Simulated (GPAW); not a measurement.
Si2Ni:

```
Ni Si
1.0
     0.00000    2.70300    2.70300
     2.70300    0.00000    2.70300
     2.70300    2.70300    0.00000
Ni Si
1 2
Direct
  0.00000 0.00000 0.00000
  0.75000 0.75000 0.75000
  0.25000 0.25000 0.25000
```

* Program: GPAW 26.7.0
* Task: relaxation of cell and atoms
* Functional: PBEsol
* Dispersion: D3(BJ)
* Potentials or basis: PAW data sets generated in the run's folder for this functional
* Cutoff: 600 eV
* Basis: pw
* k mesh: 7 × 7 × 7
* Occupations: fermi-dirac, width 0.05 eV
* Spin: collinear spin, ferromagnetic start
* Starting moments: [1.0, 0.0, 0.0] μB

At the start: pressure -4.9 GPa; volume 13.17 Å³/atom.

Task: How do energy, volume and symmetry change on relaxing?

Result: Over 3 steps the energy falls by 6.0 meV/atom and the volume is 12.77 Å³/atom (-3.0 %); space group Fm-3m (No. 225, to 0.05 Å); moment 0.00 μB per cell.

Step by step:
```csv
step,energy change (eV),largest force (eV/Å),pressure (GPa),volume (Å³)
1,0.0000,0.0000,-4.94,39.50
2,-0.0064,0.0000,-4.03,39.27
3,-0.0181,0.0000,0.17,38.31
```

Final structure:
```
Ni Si
1.0
     0.00000    2.67560    2.67560
     2.67560    0.00000    2.67560
     2.67560    2.67560    0.00000
Ni Si
1 2
Direct
  0.00000 0.00000 0.00000
  0.75000 0.75000 0.75000
  0.25000 0.25000 0.25000
```

Caveat: each step starts from the last one's moments, so a moment once lost doesn't come back; the stock nickel data set gives pressures a few GPa off other programs; later steps reuse the first step's grids; pairwise dispersion overbinds metals, which lowers pressure and volume.
